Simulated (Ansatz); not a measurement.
# Zn under changes of volume

One of the cells (15.169 Å³/atom); the others are scaled copies at fixed shape and fractional positions:

```xyz
1
Lattice="0.0000 1.9648 1.9648 1.9648 0.0000 1.9648 1.9648 1.9648 0.0000" Properties=species:S:1:pos:R:3 pbc="T T T"
Zn    0.0000    0.0000    0.0000
```

This isn't the form of Zn at room conditions, which is hcp.

| Item | Value |
| --- | --- |
| Program | Ansatz 0.2.0 |
| Functional | PBE |
| Potentials or basis | all-electron LAPW, scalar-relativistic |
| Cutoff | 259 eV (chosen from the basis error) |
| Basis error allowed | 0.0005 eV/atom |
| k mesh | 12 × 12 × 12 |
| Occupations | fermi-dirac, width 0.05 eV |
| Spin | no spin polarisation |

```csv
volume (Å³/atom),energy over the lowest point (meV/atom),pressure (GPa)
14.259,11.79,4.7
14.563,?,?
14.866,0.93,1.3
15.169,0.00,-0.2
15.473,1.60,-1.4
15.776,5.44,-2.5
16.080,11.24,-3.5
```

**Question.** What does the run at 14.563 Å³/atom give?

**Answer.** Energy over the lowest point 4.72 meV/atom; pressure 2.9 GPa.

Worked out: A Birch-Murnaghan fit of order 3 (a polynomial in V^(-2/3)) to the other rows has its minimum at 15.12 Å³/atom with B0 = V·E''(V) = 68 GPa and B' = 5.3. It gives 4.72 meV/atom at 14.563 Å³/atom, against the run's 4.72, and -dE/dV = 2.8 GPa, against 2.9.

Energies are extrapolated to zero smearing.
